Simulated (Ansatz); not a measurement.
# AlNi: the cost of one run

Program: Ansatz 0.2.0. Level of theory: DFT PBE, scalar-relativistic, plane waves, PAW. These are calculated values, not measurements.

2 further runs of the same task are left out: 1 for a known fault of the program, 1 set aside as unsound or not needed.

### 1 The starting structure

It takes space group Pm-3m (No. 221, cubic). Conventional cell: a = 2.893 Å, b = 2.893 Å, c = 2.893 Å, α = 90.00°, β = 90.00°, γ = 90.00°. Al (site symmetry m-3m) has 8 Ni at 2.51 Å as nearest neighbours. Ni (site symmetry m-3m) is surrounded by 8 Al at 2.51 Å.

As a file:

```cif
data_structure
_symmetry_space_group_name_H-M 'Pm-3m'
_symmetry_Int_Tables_number 221
_cell_length_a 2.8927
_cell_length_b 2.8927
_cell_length_c 2.8927
_cell_angle_alpha 90.000
_cell_angle_beta 90.000
_cell_angle_gamma 90.000
_cell_volume 24.21
loop_
_atom_site_label
_atom_site_type_symbol
_atom_site_symmetry_multiplicity
_atom_site_Wyckoff_symbol
_atom_site_fract_x
_atom_site_fract_y
_atom_site_fract_z
_atom_site_occupancy
Al1 Al 1 a 0.00000 0.00000 0.00000 1
Ni1 Ni 1 b 0.50000 0.50000 0.50000 1
```

This cell was relaxed beforehand with the same method: volume 12.10 Å³/atom, gap on the mesh none (metal).

### 2 Plan of the line

The energy is mapped over two normal modes frozen in (zone-centre modes of the cell shown).

First coordinate, amplitude of mode 4 (289 cm⁻¹), largest displacement: 11 values from −0.10 Å. Second coordinate, amplitude of mode 5 (289 cm⁻¹), largest displacement: 11 values from −0.10 Å.

Nothing else is relaxed (the cell and all other modes fixed). Energies count from the relaxed high-symmetry cell. Points are written as (first, second).

The modes come from a phonon run on the reference cell, made beforehand.

The patterns, per unit of each coordinate (Å):

```
atom      x1     y1     z1     x2      y2     z2
 Al1   1.000  0.000  0.000  0.000   1.000  0.000
 Ni2  -0.460  0.000  0.000  0.000  -0.460  0.000
```

### 3 Point (−0.10 Å, −0.10 Å)

input.yaml

```yaml
crystal:
  lattice:
    - [2.8927237805, 0.0, 0.0]
    - [0.0, 2.8927237805, 0.0]
    - [0.0, 0.0, 2.8927237805]
  atoms:
    - { symbol: Al, position: [-0.0345694949, -0.0345694949, 0.0] }
    - { symbol: Ni, position: [0.5158917043, 0.5158917043, 0.5] }
basis:
  ecutwfc: 520.0
kpoints:
  mp_grid: { grid: [16, 16, 16] }
hamiltonian:
  xc: pbe
  pseudopotentials: { kind: paw, azcp: { folder: soft_1 } }
scf:
  occupations: { method: gaussian, width: 0.15 }
output:
  forces: true
  stress: true
  eigenvalues: true
```

Started as:

```sh
$ ansatz run input.yaml --threads 2 --pin off --max-ram 4096MiB --backend cpu --events-out ev --progress --plain --runs-dir out
```

**Question.** How long does this run take on 2 threads of Arm Neoverse N1, shared host, and how much memory does it need?

About 27 s, with a peak of 0.61 GiB.
